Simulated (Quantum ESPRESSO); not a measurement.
# Pt under changes of volume

One of the cells (15.815 Å³/atom); the others are scaled copies at fixed shape and fractional positions:

```
CELL_PARAMETERS angstrom
2.76067 0.00000 0.00000
-1.38033 2.39081 0.00000
0.00000 0.00000 4.79213
ATOMIC_POSITIONS crystal
Pt 0.33333 0.66667 0.25000
Pt 0.66667 0.33333 0.75000
```

This isn't the form of Pt at room conditions, which is fcc.

* Program: Quantum ESPRESSO 7.5
* Functional: r2SCAN
* Potentials or basis: SG15 PBE 1.2
* Cutoff: 952 eV
* Density cutoff: 3810 eV
* k mesh: 7 × 7 × 4
* Occupations: fermi-dirac, width 0.05 eV
* Spin: no spin polarisation

| volume (Å³/atom) | energy over the lowest point (meV/atom) | pressure (GPa) |
| --- | --- | --- |
| 14.866 | ? | ? |
| 15.182 | 3.18 | 4.5 |
| 15.498 | 0.00 | -1.2 |
| 15.815 | 7.39 | -6.2 |
| 16.131 | 24.07 | -10.6 |
| 16.447 | 48.86 | -14.5 |
| 16.763 | 80.74 | -17.8 |

Question: What does the run at 14.866 Å³/atom give?

Answer: Energy over the lowest point 18.47 meV/atom; pressure 11.0 GPa.

Worked out: A Birch-Murnaghan fit of order 3 (a polynomial in V^(-2/3)) to the other rows has its minimum at 15.43 Å³/atom with B0 = V·E''(V) = 269 GPa and B' = 5.4 at fixed shape and positions, which overstates the stiffness. It gives 18.42 meV/atom at 14.866 Å³/atom, against the run's 18.47, and -dE/dV = 11.1 GPa, against 11.0.

Energies are extrapolated to zero smearing.

Caveats: all runs use coarse meshes; the potentials were made for another functional, which shifts forces and pressure.
